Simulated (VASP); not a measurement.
# TiN (Fm-3m) in VASP: band structure with PBE

Aim: the band structure of TiN with PBE.

Program: VASP 6.6.1. These are calculated values, not measurements. Logs are shortened: lines on timing, memory, paths and dates and some standing lists are left out, and cuts for length are marked.

**1. Starting point**

Symmetry: Fm-3m, No. 225, cubic system. Conventional cell: a = 4.274 Å, b = 4.274 Å, c = 4.274 Å, α = 90.00°, β = 90.00°, γ = 90.00°. Ti (site symmetry m-3m) is surrounded by 6 N at 2.14 Å. N (site symmetry m-3m) is surrounded by 6 Ti at 2.14 Å.

**2. Band structure, PBE**

Input file INCAR:

```
SYSTEM = TiN
ALGO = Normal
EDIFF = 1E-7
ENCUT = 520
GGA = PE
ISIF = 2
ISMEAR = 0
LASPH = .TRUE.
LCHARG = .FALSE.
LMAXMIX = 4
LREAL = .FALSE.
LWAVE = .FALSE.
NBANDS = 16
NELM = 100
PREC = Accurate
SIGMA = 0.02
```

Input file KPOINTS:

```
k-points
0
G
  2 2 2
  0 0 0
```

Input file POSCAR:

```
TiN                                     
1.0
   -0.0000000000      2.1371700659      2.1371700659
    2.1371700659      0.0000000000      2.1371700659
    2.1371700659      2.1371700659      0.0000000000
  Ti              N             
     1     1
Direct
     0.0000000000000000    0.0000000000000000    0.0000000000000000
     0.5000000000000000    0.5000000000000000    0.5000000000000000
```

Input file KPOINTS_OPT:

```
path GXWKGLUWLK,UX
20
line-mode
reciprocal
 0.0000000000  0.0000000000  0.0000000000  G
 0.5000000000  0.0000000000  0.5000000000  X

 0.5000000000  0.0000000000  0.5000000000  X
 0.5000000000  0.2500000000  0.7500000000  W

 0.5000000000  0.2500000000  0.7500000000  W
 0.3750000000  0.3750000000  0.7500000000  K

 0.3750000000  0.3750000000  0.7500000000  K
 0.0000000000  0.0000000000  0.0000000000  G

 0.0000000000  0.0000000000  0.0000000000  G
 0.5000000000  0.5000000000  0.5000000000  L

 0.5000000000  0.5000000000  0.5000000000  L
 0.6250000000  0.2500000000  0.6250000000  U

 0.6250000000  0.2500000000  0.6250000000  U
 0.5000000000  0.2500000000  0.7500000000  W

 0.5000000000  0.2500000000  0.7500000000  W
 0.5000000000  0.5000000000  0.5000000000  L

 0.5000000000  0.5000000000  0.5000000000  L
 0.3750000000  0.3750000000  0.7500000000  K

 0.6250000000  0.2500000000  0.6250000000  U
 0.5000000000  0.0000000000  0.5000000000  X
```

Potentials or basis: VASP PAW PBE potentials, release 64 (Ti_sv, N).

Run with:

```sh
cat potpaw_PBE.64/Ti_sv/POTCAR potpaw_PBE.64/N/POTCAR > POTCAR
mpirun -np 1 vasp_std > vasp.out
```

OUTCAR:

```text
SYSTEM = TiN
   EDIFF = 1E-7
   ENCUT = 520
   GGA = PE
   ISIF = 2
   ISMEAR = 0
   LASPH = .TRUE.
   LREAL = .FALSE.
   NELM = 100
   PREC = Accurate

 ion  position               nearest neighbor table
   1  0.000  0.000  0.000-   2 2.14   2 2.14   2 2.14   2 2.14   2 2.14   2 2.14
   2  0.500  0.500  0.500-   1 2.14   1 2.14   1 2.14   1 2.14   1 2.14   1 2.14

  LATTYP: Found a face centered cubic cell.
 ALAT       =     4.2743401318

  Lattice vectors:

 A1 = (   0.0000000000,   2.1371700659,   2.1371700659)
 A2 = (   2.1371700659,   0.0000000000,   2.1371700659)
 A3 = (   2.1371700659,   2.1371700659,   0.0000000000)

Analysis of symmetry for initial positions (statically):
=====================================================================
 Subroutine PRICEL returns:
 Original cell was already a primitive cell.

 Routine SETGRP: Setting up the symmetry group for a
 face centered cubic supercell.

 Subroutine GETGRP returns: Found 48 space group operations
 (whereof 48 operations were pure point group operations)
 out of a pool of 48 trial point group operations.

The static configuration has the point symmetry O_h .

Analysis of symmetry for dynamics (positions and initial velocities):
=====================================================================
 Subroutine PRICEL returns:
 Original cell was already a primitive cell.

 Routine SETGRP: Setting up the symmetry group for a
 face centered cubic supercell.

 Subroutine GETGRP returns: Found 48 space group operations
 (whereof 48 operations were pure point group operations)
 out of a pool of 48 trial point group operations.

The dynamic configuration has the point symmetry O_h .

 Subroutine INISYM returns: Found 48 space group operations
 (whereof 48 operations are pure point group operations),
 and found     1 'primitive' translations

----------------------------------------------------------------------------------------

                                     Primitive cell

  volume of cell :      19.5230

  direct lattice vectors                    reciprocal lattice vectors
     0.000000000  2.137170066  2.137170066    -0.233954241  0.233954241  0.233954241
     2.137170066  0.000000000  2.137170066     0.233954241 -0.233954241  0.233954241
     2.137170066  2.137170066  0.000000000     0.233954241  0.233954241 -0.233954241

  length of vectors
     3.022414892  3.022414892  3.022414892     0.405220632  0.405220632  0.405220632

  position of ions in fractional coordinates (direct lattice)
     0.000000000  0.000000000  0.000000000
     0.500000000  0.500000000  0.500000000

  ion indices of the primitive-cell ions
   primitive index   ion index
                 1           1
                 2           2

----------------------------------------------------------------------------------------

 KPOINTS: k-points

Automatic generation of k-mesh.
 Grid dimensions read from file:
 generate k-points for:    2    2    2

 Generating k-lattice:

  Cartesian coordinates                     Fractional coordinates (reciprocal lattice)
    -0.116977120  0.116977120  0.116977120     0.500000000  0.000000000  0.000000000
     0.116977120 -0.116977120  0.116977120     0.000000000  0.500000000  0.000000000
     0.116977120  0.116977120 -0.116977120     0.000000000  0.000000000  0.500000000

  Length of vectors
     0.202610316  0.202610316  0.202610316

  Shift w.r.t. Gamma in fractional coordinates (k-lattice)
     0.000000000  0.000000000  0.000000000

 Subroutine IBZKPT returns following result:
 ===========================================

 Found      3 irreducible k-points:

 Following reciprocal coordinates:
            Coordinates               Weight
  0.000000  0.000000  0.000000      1.000000
  0.500000  0.000000  0.000000      4.000000
  0.500000  0.500000  0.000000      3.000000
   k-points           NKPTS =      3   k-points in BZ     NKDIM =      3   number of bands    NBANDS=     16
   number of dos      NEDOS =    301   number of ions     NIONS =      2
   total plane-waves  NPLWV =  13824
   dimension x,y,z NGX =    24 NGY =   24 NGZ =   24
   dimension x,y,z NGXF=    48 NGYF=   48 NGZF=   48
   ions per type =               1   1
   NGX,Y,Z   is equivalent  to a cutoff of  13.20, 13.20, 13.20 a.u.
   NGXF,Y,Z  is equivalent  to a cutoff of  26.40, 26.40, 26.40 a.u.
 SYSTEM =  TiN
   PREC   = accura    normal or accurate (medium, high low for compatibility)
   ISTART =      0    job   : 0-new  1-cont  2-samecut
   ICHARG =      2    charge: 1-file 2-atom 10-const
   ISPIN  =      1    spin polarized calculation?
   LNONCOLLINEAR =      F non collinear calculations
   LSORBIT =      F    spin-orbit coupling
   LASPH  =      T    aspherical Exc in radial PAW
   ENCUT  =  520.0 eV  38.22 Ry    6.18 a.u.   5.62  5.62  5.62*2*pi/ulx,y,z
   NELM   =    100;   NELMIN=  2; NELMDL= -5     # of ELM steps
   EDIFF  = 0.1E-06   stopping-criterion for ELM
   LREAL  =      F    real-space projection
   EDIFFG = 0.1E-05   stopping-criterion for IOM
   NSW    =      0    number of steps for IOM
   IBRION =     -1    ionic relax: 0-MD 1-quasi-New 2-CG
   NFREE  =      0    steps in history (QN), initial steepest desc. (CG)
   ISIF   =      2    stress and relaxation
   ISYM   =      2    0-nonsym 1-usesym 2-fastsym
   POTIM  = 0.5000    time-step for ionic-motion
   TEBEG  =    0.0;   TEEND  =   0.0 temperature during run
   PSTRESS=    0.0 pullay stress
   NELECT =      17.0000    total number of electrons
   NUPDOWN=      -1.0000    fix difference up-down
   EMIN   =  10.00;   EMAX   =-10.00  energy-range for DOS
   EFERMI =   0.00;   METHOD = LEGACY
   ISMEAR =     0;   SIGMA  =   0.02  broadening in eV -4-tet -1-fermi 0-gaus
   EFERMI_NEDOS =   21; number of points for ismear=-14 and -15
   IALGO  =     38    algorithm
   IMIX   =      4    mixing-type and parameters
     AMIX     =   0.40;   BMIX     =  1.00
     AMIX_MAG =   1.60;   BMIX_MAG =  1.00
  volume/ion in A,a.u.               =       9.76        65.87
  Fermi-wavevector in a.u.,A,eV,Ry     =   1.563299  2.954207 33.251330  2.443904
  Thomas-Fermi vector in A             =   2.666091
   LORBIT       =      0    0 simple, 1 ext, 2 COOP (PROOUT), +10 PAW based schemes
   GGA     = PE    functional components
   LHFCALC =     F    Hartree Fock is set to
   AEXX    =    0.0000 exact exchange contribution
   IVDW    =     0    specifies the selected vdW correction
   LEPSILON=     F    determine dielectric tensor
   LRPA    =     F    only Hartree local field effects (RPA)
 non-spin polarized calculation
 Gauss-broadening in eV      SIGMA  =   0.02
  energy-cutoff  :      520.00
  volume of cell :       19.52
 maximum number of plane-waves:       544
 NGX is ok and might be reduce to    24
   NGX = 11   NGY = 11   NGZ = 11

 number of electron      17.0000003 magnetization

 Free energy of the ion-electron system (eV)
  ---------------------------------------------------
  ext. energy  EPLUGINS =         0.00000000
  ---------------------------------------------------
  free energy    TOTEN  =       -19.02462343 eV

  energy without entropy =      -19.02076687  energy(sigma->0) =      -19.02269515

 E-fermi :  10.0760     XC(G=0): -12.8843

 val. band max:        9.8048512021   @ k =   0.0000   0.0000   0.0000
 cond. band min:      10.0820993794   @ k =   0.0000   0.0000   0.0000
 fundamental gap:      0.2772481773
 Fermi energy:        10.0760081133

 k-point     1 :       0.0000    0.0000    0.0000
  band No.  band energies     occupation
      1     -47.5250      2.00000
      2     -23.4825      2.00000
      3     -23.4825      2.00000
      4     -23.4825      2.00000
      5      -5.3188      2.00000
      6       9.8049      2.00000
[... 8 lines left out ...]
     15      24.2507      0.00000
     16      30.3875      0.00000

 k-point     2 :       0.5000    0.0000    0.0000
  band No.  band energies     occupation
      1     -47.4422      2.00000
      2     -24.0299      2.00000
      3     -23.5333      2.00000
      4     -23.5333      2.00000
      5      -2.8729      2.00000
      6       3.4319      2.00000
[... 8 lines left out ...]
     15      24.8470      0.00000
     16      25.4712      0.00000

 k-point     3 :       0.5000    0.5000    0.0000
  band No.  band energies     occupation
      1     -47.4157      2.00000
      2     -23.9440      2.00000
      3     -23.6606      2.00000
      4     -23.6606      2.00000
      5      -3.8449      2.00000
      6       5.7153      2.00000
[... 8 lines left out ...]
     15      23.1130      0.00000
     16      24.9270      0.00000

------------------------ aborting loop because EDIFF is reached ----------------------------------------

  FORCE on cell =-STRESS in cart. coord.  units (eV):
  Direction    XX          YY          ZZ          XY          YZ          ZX
  --------------------------------------------------------------------------------------
  -------------------------------------------------------------------------------------
  Total       -0.0015486     -0.0015486     -0.0015486      0.0000000      0.0000000     -0.0000000
  in kB       -0.1270857     -0.1270857     -0.1270857      0.0000000      0.0000000     -0.0000000
  external PRESSURE =      -0.1270857 kB  Pullay stress =       0.0000000 kB

 VOLUME and BASIS-vectors are now :
 -----------------------------------------------------------------------------
  energy-cutoff  :      520.00
  volume of cell :       19.52
      direct lattice vectors                 reciprocal lattice vectors
     0.000000000  2.137170066  2.137170066    -0.233954241  0.233954241  0.233954241
     2.137170066  0.000000000  2.137170066     0.233954241 -0.233954241  0.233954241
     2.137170066  2.137170066  0.000000000     0.233954241  0.233954241 -0.233954241

 POSITION                                       TOTAL-FORCE (eV/Angst)
 -----------------------------------------------------------------------------------
      0.00000      0.00000      0.00000         0.000000     -0.000000      0.000000
      2.13717      2.13717      2.13717        -0.000000      0.000000     -0.000000
 -----------------------------------------------------------------------------------
    total drift:                                0.000000     -0.000000     -0.000000

  FREE ENERGIE OF THE ION-ELECTRON SYSTEM (eV)
  ---------------------------------------------------
  free  energy   TOTEN  =       -19.0246234250 eV

  energy  without entropy=      -19.0207668670  energy(sigma->0) =      -19.02269515
```

Wall time 26 s (1 thread of Intel Xeon Platinum 8488C (Sapphire Rapids), shared host); peak memory 0.13 GiB.

What came out:

- Free energy: -19.0246 eV
- Pressure: 0.0 GPa
- Band gap along the path: none (metal or under the smearing width)

Levels at the corners of the path, in eV from the Fermi level:
```tsv
point	band 5	band 6	band 7	band 8	band 9	band 10	band 11	band 12
Γ	-15.39	-0.27	-0.27	-0.27	0.01	0.01	0.01	1.10
X	-13.92	-4.36	-2.23	-1.57	-1.57	2.07	2.72	2.72
X	-13.92	-4.36	-2.23	-1.57	-1.57	2.07	2.72	2.72
W	-13.48	-4.07	-4.07	-3.87	1.71	1.71	2.72	3.55
W	-13.48	-4.07	-4.07	-3.87	1.71	1.71	2.72	3.55
K	-13.52	-4.41	-4.28	-2.99	0.42	2.36	2.83	4.05
K	-13.52	-4.41	-4.28	-2.99	0.42	2.36	2.83	4.05
Γ	-15.39	-0.27	-0.27	-0.27	0.01	0.01	0.01	1.10
Γ	-15.39	-0.27	-0.27	-0.27	0.01	0.01	0.01	1.10
L	-12.95	-6.64	-4.07	-4.07	2.11	2.11	3.02	6.47
L	-12.95	-6.64	-4.07	-4.07	2.11	2.11	3.02	6.47
U	-13.52	-4.41	-4.28	-2.99	0.42	2.36	2.83	4.05
U	-13.52	-4.41	-4.28	-2.99	0.42	2.36	2.83	4.05
W	-13.48	-4.07	-4.07	-3.87	1.71	1.71	2.72	3.55
W	-13.48	-4.07	-4.07	-3.87	1.71	1.71	2.72	3.55
L	-12.95	-6.64	-4.07	-4.07	2.11	2.11	3.02	6.47
L	-12.95	-6.64	-4.07	-4.07	2.11	2.11	3.02	6.47
K	-13.52	-4.41	-4.28	-2.99	0.42	2.36	2.83	4.05
U	-13.52	-4.41	-4.28	-2.99	0.42	2.36	2.83	4.05
X	-13.92	-4.36	-2.23	-1.57	-1.57	2.07	2.72	2.72
```

Caveat: the k mesh is coarse (spacing up to 1.27 Å⁻¹), so the values aren't converged.
